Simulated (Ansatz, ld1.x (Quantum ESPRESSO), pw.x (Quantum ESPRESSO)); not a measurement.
What a changed setting does to a pw.x run (bcc Al)

Potential: norm-conserving Troullier–Martins (Kleinman–Bylander form), ld1.x (Quantum ESPRESSO) 7.5, PBE; core [Ne], reference 3s2 3p1; waves: 3s (bound): rc 1.85 bohr; 3p (bound): rc 1.80 bohr; 3d channel at 0.45 Ry: rc 1.55 bohr; local part: all-electron potential smoothed inside 1.35 bohr (lloc = -1); core correction: a·sin(br)/r model core, default radius (core density twice the valence density).

The reference run (k-mesh 14³, cutoffs 50/200 Ry, Fermi–Dirac 0.01 Ry, mixing_beta 0.4, conv_thr 1e-9, no spin) gives -0.79 GPa at 16.945 Å³/atom, where all-electron LAPW gives 0.07 GPa. This run, with its own iteration cap, changes k-mesh points per axis to 4.

```
&control
  calculation='scf', prefix='x', pseudo_dir='./', outdir='./tmp', tstress=.true., disk_io='none'
/
&system
  ibrav=0, nat=1, ntyp=1, ecutwfc=50, ecutrho=200, nbnd=8,
  occupations='smearing', smearing='fd', degauss=0.01
/
&electrons
  conv_thr=1e-09, mixing_beta=0.4, electron_maxstep=50
/
ATOMIC_SPECIES
Al 1.0 Al.UPF
CELL_PARAMETERS angstrom
  -1.61805716 1.61805716 1.61805716
  1.61805716 -1.61805716 1.61805716
  1.61805716 1.61805716 -1.61805716
ATOMIC_POSITIONS crystal
Al 0.0000 0.0000 0.0000
K_POINTS automatic
4 4 4 0 0 0
```

```bash
pw.x < Al.scf.in > Al.scf.out
```

Task: How does the run end?

Result: It converges in 6 iterations; the free energy moves by +209.8 meV/atom and the pressure by -0.15 GPa.

```
Message from routine setup:
     using ibrav=0 with symmetry is DISCOURAGED, use correct ibrav instead
     lattice parameter (alat)  =       5.2961  a.u.
     unit-cell volume          =     114.3505 (a.u.)^3
     number of electrons       =         3.00
     number of Kohn-Sham states=            8
     kinetic-energy cutoff     =      50.0000  Ry
     charge density cutoff     =     200.0000  Ry
     scf convergence threshold =      1.0E-09
     Exchange-correlation= PBE
     number of k points=     8  Fermi-Dirac smearing, width (Ry)=  0.0100
     iteration #  1     ecut=    50.00 Ry     beta= 0.40
     total energy              =      -5.45261322 Ry
     estimated scf accuracy    <       0.00660861 Ry
     iteration #  2     ecut=    50.00 Ry     beta= 0.40
     total energy              =      -5.45182468 Ry
     estimated scf accuracy    <       0.00207275 Ry
     iteration #  3     ecut=    50.00 Ry     beta= 0.40
     total energy              =      -5.45191289 Ry
     estimated scf accuracy    <       0.00000110 Ry
     iteration #  4     ecut=    50.00 Ry     beta= 0.40
     total energy              =      -5.45191910 Ry
     estimated scf accuracy    <       0.00000005 Ry
     iteration #  5     ecut=    50.00 Ry     beta= 0.40
     total energy              =      -5.45191911 Ry
     estimated scf accuracy    <       0.00000003 Ry
     iteration #  6     ecut=    50.00 Ry     beta= 0.40
     the Fermi energy is     8.2914 ev
!    total energy              =      -5.45191911 Ry
     estimated scf accuracy    <          3.1E-11 Ry
     smearing contrib. (-TS)   =      -0.00547178 Ry
     The total energy is F=E-TS. E is the sum of the following terms:
     one-electron contribution =       2.90303713 Ry
     hartree contribution      =       0.00460981 Ry
     xc contribution           =      -2.99822824 Ry
     ewald contribution        =      -5.35586604 Ry
     convergence has been achieved in   6 iterations
          total   stress  (Ry/bohr**3)                   (kbar)     P=       -9.42
     Message from routine punch:
     Nothing written, as per user request (disk_io='none')
```

The run took about 0.7 s on one core of a shared host (Neoverse-V1, 32 threads, 247 GiB, load 18).
